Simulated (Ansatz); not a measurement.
**KCl (Fm-3m), clamped-ion strain scan**

Theory: DFT PBE, scalar-relativistic, plane waves, PAW (Ansatz). The runs took a 420 eV cutoff, a Γ-centred 6×6×6 mesh and Gaussian smearing (0.05 eV). No spin polarisation. Energies are free energies at this smearing, counted from the undisturbed cell; pressure is positive in compression.

The starting cell (as given, not relaxed at this level; it stands at 0.6 GPa):

```xyz
2
Lattice="0.0000 3.1561 3.1561 3.1561 0.0000 3.1561 3.1561 3.1561 0.0000" Properties=species:S:1:pos:R:3 pbc="T T T"
K     0.0000    0.0000    0.0000
Cl    3.1561    3.1561    3.1561
```

The cell is strained by ε times the Voigt pattern (0, 1, 0, 0, 0, 0) (xx, yy, zz, yz, xz, xy; engineering shear) with fractional coordinates fixed.

```
      ε  ΔE (meV/atom)
-0.0400           12.6
-0.0300            7.7
-0.0200            4.1
-0.0100            1.6
 0.0000            0.0
 0.0100           -0.7
 0.0200           -0.7
 0.0300           -0.1
 0.0350            0.4
 0.0400            1.1
```

Question: Predict the gap on the mesh (eV) at each point.

Answer:
```csv
ε,gap on the mesh (eV)
-0.0400,5.27
-0.0300,5.24
-0.0200,5.22
-0.0100,5.19
0.0000,5.16
0.0100,5.12
0.0200,5.09
0.0300,5.05
0.0350,5.03
0.0400,5.02
```